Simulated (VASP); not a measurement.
Set up this calculation in VASP 6.6.1, as the native input.

| Item | Value |
| --- | --- |
| Task | band structure |
| Functional | LDA |
| Potentials or basis | VASP PAW LDA potentials, release 64 (Te, Sn_d) |
| Cutoff | 520 eV |
| k mesh | 8 × 8 × 8 |
| Occupations | gaussian, width 0.02 eV |
| Spin | no spin polarisation |
| Ladder | gaps |
| Further INCAR settings | ALGO = Normal; EDIFF = 1e-07; NBANDS = 17 |

SnTe:

```
Te Sn
1.0
     0.00000    3.15085    3.15085
     3.15085    0.00000    3.15085
     3.15085    3.15085    0.00000
Te Sn
1 1
Direct
  0.50000 0.50000 0.50000
  0.00000 0.00000 0.00000
```

The input as run:

POSCAR

```
SnTe
1.0
    0.0000000000      3.1508500000      3.1508500000
    3.1508500000      0.0000000000      3.1508500000
    3.1508500000      3.1508500000      0.0000000000
Te Sn
1 1
Direct
    0.5000000000      0.5000000000      0.5000000000
    0.0000000000      0.0000000000      0.0000000000
```

INCAR.step1

```
  ALGO = Normal
  EDIFF = 1E-7
  ENCUT = 520
  GGA = CA
  ISIF = 2
  ISMEAR = 0
  LASPH = True
  LCHARG = True
  LREAL = False
  LWAVE = False
  NBANDS = 17
  NELM = 60
  PREC = Accurate
  SIGMA = 0.02
```

KPOINTS.step1

```
k-points
0
Gamma
  8 8 8
```

INCAR.step2

```
  ALGO = Normal
  EDIFF = 1E-7
  ENCUT = 520
  GGA = CA
  ICHARG = 11
  ISIF = 2
  ISMEAR = 0
  LASPH = True
  LCHARG = False
  LREAL = False
  LWAVE = False
  NBANDS = 17
  NELM = 60
  PREC = Accurate
  SIGMA = 0.05
```

KPOINTS.step2

```
path GXWKGLUWLK,UX
15
line-mode
reciprocal
 0.0000000000  0.0000000000  0.0000000000  G
 0.5000000000  0.0000000000  0.5000000000  X

 0.5000000000  0.0000000000  0.5000000000  X
 0.5000000000  0.2500000000  0.7500000000  W

 0.5000000000  0.2500000000  0.7500000000  W
 0.3750000000  0.3750000000  0.7500000000  K

 0.3750000000  0.3750000000  0.7500000000  K
 0.0000000000  0.0000000000  0.0000000000  G

 0.0000000000  0.0000000000  0.0000000000  G
 0.5000000000  0.5000000000  0.5000000000  L

 0.5000000000  0.5000000000  0.5000000000  L
 0.6250000000  0.2500000000  0.6250000000  U

 0.6250000000  0.2500000000  0.6250000000  U
 0.5000000000  0.2500000000  0.7500000000  W

 0.5000000000  0.2500000000  0.7500000000  W
 0.5000000000  0.5000000000  0.5000000000  L

 0.5000000000  0.5000000000  0.5000000000  L
 0.3750000000  0.3750000000  0.7500000000  K

 0.6250000000  0.2500000000  0.6250000000  U
 0.5000000000  0.0000000000  0.5000000000  X
```

Potentials or basis: VASP PAW LDA potentials, release 64 (Te, Sn_d).

Run with:

```console
$ cat potpaw_LDA.64/Te/POTCAR potpaw_LDA.64/Sn_d/POTCAR > POTCAR
$ cp INCAR.step1 INCAR
$ cp KPOINTS.step1 KPOINTS
$ mpirun -np 1 vasp_std > vasp.out
$ cp INCAR.step2 INCAR
$ cp KPOINTS.step2 KPOINTS
$ mpirun -np 1 vasp_std > vasp.out
```

Results of the run:

- Band gap on the k mesh: 0.12 eV, direct
- Band gap along the path: 0.07 eV, indirect (least direct gap 0.12 eV)

Caveat: the log is that of the step along the path at fixed density, whose energy, stress, charges and moments have no meaning; spin-orbit coupling is left out, which moves the levels of the heavy elements.

Wall time 110 s on 1 thread of Intel(R) Xeon(R) Platinum 8259CL CPU @ 2.50GHz (Skylake/Cascade Lake), with other jobs on the host, peak memory 0.28 GiB.
